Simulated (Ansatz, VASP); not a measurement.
## MgO: VASP beside Ansatz

The input POSCAR:

```
MgO
1.0
    0.0000000000      2.1135000000      2.1135000000
    2.1135000000      0.0000000000      2.1135000000
    2.1135000000      2.1135000000      0.0000000000
Mg O
1 1
Direct
    0.0000000000      0.0000000000      0.0000000000
    0.5000000000      0.5000000000      0.5000000000
```

INCAR.step1

```
PREC = Accurate ; ENCUT = 520
ISMEAR = 0 ; SIGMA = 0.1
LREAL = F ; LASPH = T
NELM = 80 ; NBANDS = 11
GGA = PE ; ALGO = Normal
EDIFF = 1E-4 ; LWAVE = T
LCHARG = F
```

Contents of INCAR.step2:

```
PREC = Accurate ; ENCUT = 520
EDIFF = 1E-6 ; ISMEAR = 0
SIGMA = 0.1 ; LREAL = F
LASPH = T ; NELM = 80
ALGO = Normal ; ISIF = 2
LWAVE = F ; LCHARG = T
METAGGA = R2SCAN ; LMIXTAU = T
LELF = T ; LVHAR = T
NBANDS = 11 ; ISTART = 1
```

KPOINTS

```
regular mesh
0
Gamma
  9 9 9
```

Input for Ansatz:

```yaml
crystal:
  lattice:
    - [0.0, 2.1135, 2.1135]
    - [2.1135, 0.0, 2.1135]
    - [2.1135, 2.1135, 0.0]
  atoms:
    - { symbol: Mg, position: [0.0, 0.0, 0.0] }
    - { symbol: O, position: [0.5, 0.5, 0.5] }
hamiltonian:
  xc: r2scan
  pseudopotentials: { kind: paw }
basis:
  ecutwfc: 500
kpoints:
  mp_grid: { grid: [9, 9, 9] }
scf:
  occupations: { method: gaussian, width: 0.1 }
  lower_state_search: "off"
output:
  forces: true
  stress: true
```

Alike in both runs: task single point; functional r2SCAN; k mesh 9 × 9 × 9; occupations gaussian, width 0.1 eV; no spin polarisation.

|  | VASP | Ansatz |
| --- | --- | --- |
| version | VASP 6.6.1 | Ansatz 0.2.0 |
| potentials or method | VASP PAW PBE potentials, release 64 (Mg, O) | PAW, plane waves, scalar-relativistic |
| plane-wave cutoff (eV) | 520 | 500 |
| valence electrons in the cell | 8 | 16 |

```tsv
	VASP	Ansatz	Ansatz less VASP
pressure (GPa)	-3.7	-2.6	+1.14
```

The two sets of potentials don't hold the same shells in valence.

Caveats: the PAW data sets were made with another functional, which shifts forces and pressure a little (VASP). r2SCAN opens gaps a little over a GGA but as a rule still falls short of measured ones.
